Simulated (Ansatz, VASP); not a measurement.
# Two plane-wave programs on Ti

POSCAR

```
Ti
1.0
   -1.6129224900      1.6129224900      1.6129224900
    1.6129224900     -1.6129224900      1.6129224900
    1.6129224900      1.6129224900     -1.6129224900
Ti
1
Direct
    0.0000000000      0.0000000000      0.0000000000
```

Contents of INCAR.step1:

```
ALGO = Normal
EDIFF = 1E-4
ENCUT = 520
GGA = PE
ISMEAR = 0
LASPH = T
LCHARG = F
LREAL = F
LWAVE = T
NBANDS = 12
NELM = 80
PREC = Accurate
SIGMA = 0.1
```

The input INCAR.step2:

```
ALGO = Normal
EDIFF = 1E-6
ENCUT = 520
ISIF = 2
ISMEAR = 0
ISTART = 1
LASPH = T
LCHARG = F
LMIXTAU = T
LREAL = F
LWAVE = F
METAGGA = R2SCAN
NBANDS = 12
NELM = 80
PREC = Accurate
SIGMA = 0.1
```

Contents of KPOINTS:

```
k-points
0
Gamma
  18 18 18
```

Input for Ansatz:

```yaml
crystal:
  lattice:
    - [-1.61292249, 1.61292249, 1.61292249]
    - [1.61292249, -1.61292249, 1.61292249]
    - [1.61292249, 1.61292249, -1.61292249]
  atoms:
    - { symbol: Ti, position: [0.0, 0.0, 0.0] }
basis:
  ecutwfc: 500
kpoints:
  mp_grid: { grid: [18, 18, 18] }
hamiltonian:
  xc: r2scan
scf:
  occupations: { method: gaussian, width: 0.1 }
output:
  forces: true
  stress: true
  eigenvalues: true
  populations: true
```

Alike in both runs: task single point; functional r2SCAN; k mesh 18 × 18 × 18; occupations gaussian, width 0.1 eV; no spin polarisation.

|  | VASP | Ansatz |
| --- | --- | --- |
| version | VASP 6.6.1 | Ansatz 0.2.0 |
| potentials or method | VASP PAW PBE potentials, release 64 (Ti_sv) | scalar-relativistic, plane waves, PAW |
| plane-wave cutoff (eV) | 520 | 500 |
| valence electrons in the cell | 12 | 12 |

Ansatz gave:

```
gap on the k mesh at the Fermi level (eV) : none
pressure (GPa)                            : 2.8
```

Which values does VASP return?

gap on the k mesh at the Fermi level (eV): none; pressure (GPa): 3.1.

A gap of «none» marks a metal or a gap that the smearing closes.

Caveats: the PAW data sets were made with another functional, which shifts forces and pressure a little (VASP).
